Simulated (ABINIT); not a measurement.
# BAs (F-43m) in ABINIT: settings compared

The runs below take BAs through relaxation of cell and atoms, single point, with WC, PBE, LDA-PZ.

All numbers are computed with ABINIT 10.8.3 (patched build); they aren't measurements. Logs are shortened: lines on timing, memory, paths and dates and some standing lists are left out, and cuts for length are marked. The log counts tension as positive stress, the text compression.

## (1) The structure

The structure is cubic, space group F-43m (No. 216). The conventional cell has a = 4.777 Å, b = 4.777 Å, c = 4.777 Å, α = 90.00°, β = 90.00°, γ = 90.00°. Around As (site symmetry -43m) lie 4 B at 2.07 Å. Around B (site symmetry -43m) lie 4 As at 2.07 Å.

## (2) Relaxation of cell and atoms, WC

The input, run.abi:

```
pp_dirpath "./"
pseudos "As.upf, B.upf"

acell 6.3832096775 6.3832096775 6.3832096775
rprim
     0.0000000000     0.7071067812     0.7071067812
     0.7071067812     0.0000000000     0.7071067812
     0.7071067812     0.7071067812     0.0000000000
ntypat 2
znucl 33 5
natom 2
typat 1 2
chkprim 0
chksymtnons 0
tolsym 1.0e-6
xred
            3/4            3/4            3/4
            0.0            0.0            0.0

ecut 1344.242481 eV
ecutsm 0.5

kptopt 1
ngkpt 8 8 8
nshiftk 1
shiftk 0.0 0.0 0.0

ixc 23

nband 13
occopt 3
tsmear 0.05 eV

nstep 80
tolvrs 1.0e-12

iomode 3
prteig 0
prtebands 0
prtwf 0
prtden 0

ionmov 22
optcell 2
ntime 50
tolmxf 2.0e-5
dilatmx 1.08
```

Potentials or basis: PseudoDojo NC SR PBEsol v0.4.1 standard.

Command:

```
> abinit run.abi > log 2>&1
```

run.abo:

```text
.Version 10.8.3 of ABINIT
 Symmetries : space group F-4 3 m (#216); Bravais cF (face-center cubic)
================================================================================
 Values of the parameters that define the memory need of the present run
     intxc =       0    ionmov =      22      iscf =       7    lmnmax =       6
     lnmax =       6     mgfft =      45  mpssoang =       3    mqgrid =    3001
     natom =       2  nloc_mem =       1    nspden =       1   nspinor =       1
    nsppol =       1      nsym =      24    n1xccc =    2501    ntypat =       2
    occopt =       3   xclevel =       2
       mpw =        3874          nfft =       91125          nkpt =          29
================================================================================
================================================================================

--------------------------------------------------------------------------------
------------- Echo of variables that govern the present computation ------------
--------------------------------------------------------------------------------
 -outvars: echo values of preprocessed input variables --------
            acell      6.3832096775E+00  6.3832096775E+00  6.3832096775E+00 Bohr
              amu      7.49215900E+01  1.08110000E+01
          chkprim           0
      chksymtnons           0
          dilatmx      1.08000000E+00
             ecut      4.94000000E+01 Hartree
           ecutsm      5.00000000E-01 Hartree
           ionmov          22
              ixc          23
         kptrlatt        8    0    0      0    8    0      0    0    8
          kptrlen      5.10656774E+01
            natom           2
            nband          13
            ngfft          45      45      45
             nkpt          29
            nstep          80
             nsym          24
            ntime          50
           ntypat           2
           occopt           3
          optcell           2
           prtden           0
        prtebands           0
           prteig           0
            prtwf           0
            rprim      0.0000000000E+00  7.0710678120E-01  7.0710678120E-01
                       7.0710678120E-01  0.0000000000E+00  7.0710678120E-01
                       7.0710678120E-01  7.0710678120E-01  0.0000000000E+00
          spgroup         216
           tolmxf      2.00000000E-05
           tolsym      1.00000000E-06
           tolvrs      1.00000000E-12
           tsmear      1.83746611E-03 Hartree
            typat      1  2
           xangst      3.5827499977E+00  3.5827499977E+00  3.5827499977E+00
                       0.0000000000E+00  0.0000000000E+00  0.0000000000E+00
            xcart      6.7704162732E+00  6.7704162732E+00  6.7704162732E+00
                       0.0000000000E+00  0.0000000000E+00  0.0000000000E+00
             xred      7.5000000000E-01  7.5000000000E-01  7.5000000000E-01
                       0.0000000000E+00  0.0000000000E+00  0.0000000000E+00
            znucl       33.00000    5.00000

================================================================================

 chkinp: Checking input parameters for consistency.

================================================================================
== DATASET  1 ==================================================================

--- !DatasetInfo
iteration_state: {dtset: 1, }
dimensions: {natom: 2, nkpt: 29, mband: 13, nsppol: 1, nspinor: 1, nspden: 1, mpw: 3874, }
cutoff_energies: {ecut:  49.4, pawecutdg:  -1.0, }
electrons: {nelect:   1.80000000E+01, charge:   0.00000000E+00, occopt:   3.00000000E+00, tsmear:   1.83746611E-03, }
meta: {optdriver: 0, ionmov: 22, optcell: 2, iscf: 7, paral_kgb: 0, }
...

 Exchange-correlation functional for the present dataset will be:
  GGA: Wu Cohen functional - ixc=23
  Z. Wu and R. E. Cohen, PRB 73, 235116 (2006)

 Real(R)+Recip(G) space primitive vectors, cartesian coordinates (Bohr,Bohr^-1):
 R(1)=  0.0000000  4.5136108  4.5136108  G(1)= -0.1107761  0.1107761  0.1107761
 R(2)=  4.5136108  0.0000000  4.5136108  G(2)=  0.1107761 -0.1107761  0.1107761
 R(3)=  4.5136108  4.5136108  0.0000000  G(3)=  0.1107761  0.1107761 -0.1107761
 Unit cell volume ucvol=  1.8390873E+02 bohr^3
 Angles (23,13,12)=  6.00000000E+01  6.00000000E+01  6.00000000E+01 degrees

 getcut: wavevector=  0.0000  0.0000  0.0000  ngfft=  45  45  45
         ecut(hartree)=     57.620   => boxcut(ratio)=   2.01726

--- Pseudopotential description ------------------------------------------------
- pspini: atom type   1  psp file is ./As.upf
  33.00000  15.00000  180301                  znucl, zion, pspdat
12 -116133 2 -1 1342                          pspcod,pspxc,lmax,lloc,mmax
     nproj     2     2     2

- pspini: atom type   2  psp file is ./B.upf
   5.00000   3.00000  180301                  znucl, zion, pspdat
12 -116133 1 -1 1534                          pspcod,pspxc,lmax,lloc,mmax
     nproj     2     2     0

   5.75875776E+02                                ecore*ucvol(ha*bohr**3)
--------------------------------------------------------------------------------

================================================================================

=== [ionmov=22] Limited-memory Broyden-Fletcher-Goldfarb-Shanno method
================================================================================

--- Iteration: ( 1/50) Internal Cycle: (1/1)
--------------------------------------------------------------------------------

---SELF-CONSISTENT-FIELD CONVERGENCE--------------------------------------------
[... 171 lines left out ...]
 Real space primitive translations (rprimd) [bohr]
  0.00000000000000E+00  4.51160822488271E+00  4.51160822488271E+00
  4.51160822488271E+00  0.00000000000000E+00  4.51160822488271E+00
  4.51160822488271E+00  4.51160822488271E+00  0.00000000000000E+00
 Unitary Cell Volume (ucvol) [Bohr^3]=  1.83664040725579E+02
 Angles (23,13,12)= [degrees]
  6.00000000000000E+01  6.00000000000000E+01  6.00000000000000E+01
 Lengths [Bohr]
  6.38037753974313E+00  6.38037753974313E+00  6.38037753974313E+00
 Stress tensor in cartesian coordinates (strten) [Ha/bohr^3]
  8.51076860238290E-06  0.00000000000000E+00  0.00000000000000E+00
  0.00000000000000E+00  8.51076860237596E-06  0.00000000000000E+00
  0.00000000000000E+00  0.00000000000000E+00  8.51076860237596E-06
 Total energy (etotal) [Ha]= -1.08999153765049E+02

 Difference of energy with previous step (new-old):
           Absolute (Ha)=-2.85184E-06
           Relative     =-2.61639E-08

--- Iteration: ( 3/50) Internal Cycle: (1/1)
--------------------------------------------------------------------------------

---SELF-CONSISTENT-FIELD CONVERGENCE--------------------------------------------
[... 75 lines left out ...]
 Real space primitive translations (rprimd) [bohr]
  0.00000000000000E+00  4.50890218434642E+00  4.50890218434642E+00
  4.50890218434641E+00  0.00000000000000E+00  4.50890218434641E+00
  4.50890218434642E+00  4.50890218434642E+00  0.00000000000000E+00
 Unitary Cell Volume (ucvol) [Bohr^3]=  1.83333756528992E+02
 Angles (23,13,12)= [degrees]
  6.00000000000000E+01  6.00000000000000E+01  6.00000000000000E+01
 Lengths [Bohr]
  6.37655062051637E+00  6.37655062051637E+00  6.37655062051638E+00
 Stress tensor in cartesian coordinates (strten) [Ha/bohr^3]
 -2.16069332391322E-08  0.00000000000000E+00  0.00000000000000E+00
  0.00000000000000E+00 -2.16069332391322E-08  0.00000000000000E+00
  0.00000000000000E+00  0.00000000000000E+00 -2.16069332391322E-08
 Total energy (etotal) [Ha]= -1.08999155168040E+02

 Difference of energy with previous step (new-old):
           Absolute (Ha)=-1.40299E-06
           Relative     =-1.28716E-08

 At Broyd/MD step   3, gradients are converged :
  max grad (force/stress) = 2.1607E-06 < tolmxf= 2.0000E-05 ha/bohr (free atoms)

================================================================================

 ----iterations are completed or convergence reached----

 Mean square residual over all n,k,spin=   59.664E-13; max=  10.720E-10
 reduced coordinates (array xred) for    2 atoms
       0.750000000000      0.750000000000      0.750000000000
      -0.000000000000     -0.000000000000      0.000000000000
 rms dE/dt=  0.0000E+00; max dE/dt=  0.0000E+00; dE/dt below (all hartree)
    1       0.000000000000      0.000000000000      0.000000000000
    2       0.000000000000      0.000000000000      0.000000000000

 cartesian coordinates (angstrom) at end:
    1      3.57901242079228     3.57901242079228     3.57901242079228
    2      0.00000000000000     0.00000000000000    -0.00000000000000

 cartesian forces (hartree/bohr) at end:
    1     -0.00000000000000    -0.00000000000000    -0.00000000000000
    2     -0.00000000000000    -0.00000000000000    -0.00000000000000
 frms,max,avg= 0.0000000E+00 0.0000000E+00   0.000E+00  0.000E+00  0.000E+00 h/b

 cartesian forces (eV/Angstrom) at end:
    1     -0.00000000000000    -0.00000000000000    -0.00000000000000
    2     -0.00000000000000    -0.00000000000000    -0.00000000000000
 frms,max,avg= 0.0000000E+00 0.0000000E+00   0.000E+00  0.000E+00  0.000E+00 e/A
 length scales=  6.376550620516  6.376550620516  6.376550620516 bohr
              =  3.374325270257  3.374325270257  3.374325270257 angstroms
 Fermi (or HOMO) energy (hartree) =   0.25999   Average Vxc (hartree)=  -0.41945
 Eigenvalues (hartree) for nkpt=  29  k points:
 kpt#   1, nband= 13, wtk=  0.00195, kpt=  0.0000  0.0000  0.0000 (reduced coord)
  -1.08005   -1.08005   -1.08005   -1.07926   -1.07926   -0.32809    0.23999    0.23999
   0.23999    0.36029    0.36029    0.36029    0.41266
      occupation numbers for kpt#   1
   2.00000    2.00000    2.00000    2.00000    2.00000    2.00000    1.99996    1.99996
   1.99996    0.00000    0.00000    0.00000    0.00000
 prteigrs : prtvol=0 or 1, do not print more k-points.

--- !EnergyTerms
iteration_state     : {dtset: 1, itime: 3, icycle: 1, }
comment             : Components of total free energy in Hartree
kinetic             :  7.82579179253427E+01
hartree             :  3.04603456268976E+01
xc                  : -2.48851662372666E+01
Ewald energy        : -6.34872922404686E+01
psp_core            :  3.14113334504753E+00
local_psp           : -8.02637508469122E+01
non_local_psp       : -5.22223427307584E+01
internal            : -1.08999155158118E+02
'-kT*entropy'       : -9.92195461874458E-09
total_energy        : -1.08999155168040E+02
total_energy_eV     : -2.96601811176315E+03
band_energy         : -1.08161166858328E+01
...

 Cartesian components of stress tensor (hartree/bohr^3)
  sigma(1 1)= -2.16069332E-08  sigma(3 2)=  0.00000000E+00
  sigma(2 2)= -2.16069332E-08  sigma(3 1)=  0.00000000E+00
  sigma(3 3)= -2.16069332E-08  sigma(2 1)=  0.00000000E+00

-Cartesian components of stress tensor (GPa)         [Pressure=  6.3570E-04 GPa]
- sigma(1 1)= -6.35697923E-04  sigma(3 2)=  0.00000000E+00
- sigma(2 2)= -6.35697923E-04  sigma(3 1)=  0.00000000E+00
- sigma(3 3)= -6.35697923E-04  sigma(2 1)=  0.00000000E+00

== END DATASET(S) ==============================================================
================================================================================

 -outvars: echo values of variables after computation  --------
            acell      6.3765506205E+00  6.3765506205E+00  6.3765506205E+00 Bohr
           etotal     -1.0899915517E+02
            fcart     -0.0000000000E+00 -0.0000000000E+00 -0.0000000000E+00
                      -0.0000000000E+00 -0.0000000000E+00 -0.0000000000E+00
            rprim      0.0000000000E+00  7.0710678119E-01  7.0710678119E-01
                       7.0710678119E-01  0.0000000000E+00  7.0710678119E-01
                       7.0710678119E-01  7.0710678119E-01  0.0000000000E+00
           strten     -2.1606933239E-08 -2.1606933239E-08 -2.1606933239E-08
                       0.0000000000E+00  0.0000000000E+00  0.0000000000E+00
           xangst      3.5790124208E+00  3.5790124208E+00  3.5790124208E+00
                       1.7748324166E-43  3.5108480862E-44 -5.7938426521E-28
             xred      7.5000000000E-01  7.5000000000E-01  7.5000000000E-01
                      -1.2141287814E-28 -1.2141287814E-28  1.2141287814E-28
 Calculation completed.
```

It took 1.7 min on 1 thread of Arm Neoverse V2, shared host; peak memory 0.1 GiB.

Results:

```
Free energy                            : -2966.0181 eV
Relaxed volume                         : 13.58 Å³/atom
Relaxed cell                           : a = 3.374 Å, b = 3.374 Å, c = 3.374 Å, α = 60.00°, β = 60.00°, γ = 60.00°
Space group after relaxing (to 0.05 Å) : F-43m (No. 216)
Energy gained by relaxing              : 0.1 meV/atom
Ionic steps                            : 3
Pressure after relaxing                : 0.0 GPa
Band gap on the k mesh                 : 1.12 eV, indirect (least direct gap 3.27 eV)
```

Step by step:
| step | energy change (eV) | largest force (eV/Å) | pressure (GPa) | volume (Å³) |
| --- | --- | --- | --- | --- |
| 1 | 0.0000 | 0.0000 | -0.44 | 27.25 |
| 2 | -0.0001 | 0.0000 | -0.25 | 27.22 |
| 3 | -0.0001 | 0.0000 | 0.00 | 27.17 |

Final structure:
```xyz
2
Lattice="0.0000 2.3860 2.3860 2.3860 0.0000 2.3860 2.3860 2.3860 0.0000" Properties=species:S:1:pos:R:3 pbc="T T T"
As    3.5790    3.5790    3.5790
B     0.0000    0.0000    0.0000
```

Caveat: the potentials were made for another functional, which shifts forces and pressure. A k mesh can miss the band edges.

## (3) Single point, WC (cell relaxed)

The input, run.abi:

```
# Pseudopotentials
pp_dirpath "./"
pseudos "As.upf, B.upf"

# Structure
acell 3*1.0 Angstrom
rprim
     0.0000000000     2.3860082800     2.3860082800
     2.3860082800     0.0000000000     2.3860082800
     2.3860082800     2.3860082800     0.0000000000
ntypat 2
znucl 33 5
natom 2
typat 1 2
xcart
     3.5790124200     3.5790124200     3.5790124200
     0.0000000000     0.0000000000     0.0000000000 Angstrom
chkprim 0
chksymtnons 0
tolsym 1.0e-6

# Plane-wave basis
ecut 49.4

# k points
kptopt 1
ngkpt 8 8 8
nshiftk 1
shiftk 0.0 0.0 0.0

# Exchange and correlation
ixc 23

# Bands and occupations
nband 13
occopt 3
tsmear 0.05 eV

# SCF cycle
nstep 100
tolvrs 1.0e-10

# Output
iomode 3
prtwf 0
prtden 0
prteig 0
prtebands 0
```

Potentials or basis: PseudoDojo NC SR PBEsol v0.4.1 standard.

Command:

```
> abinit run.abi > log 2>&1
```

It took 33 s on 1 thread of Arm Neoverse V2, shared host; peak memory 0.09 GiB.

The run converged. Its results:

| Property | Result |
| --- | --- |
| Free energy | -2966.0181 eV |
| Pressure | 0.0 GPa |
| Band gap on the k mesh | 1.12 eV, indirect (least direct gap 3.27 eV) |
| Valence electrons inside the program's atomic spheres | As 12.45; B 2.53 |

Levels at points of the mesh, in eV from the valence-band top:
```tsv
k point	band 7	band 8	band 9	band 10	band 11	band 12
(0.00, 0.00, 0.00)	0.00	0.00	0.00	3.27	3.27	3.27
(0.50, 0.00, 0.00)	-8.82	-1.83	-1.83	2.68	4.77	4.77
(0.50, 0.50, 0.00)	-8.52	-4.10	-4.10	1.34	1.38	11.39
```

Caveat: the potentials were made for another functional, which shifts forces and pressure.

[end of part 1 of 3]
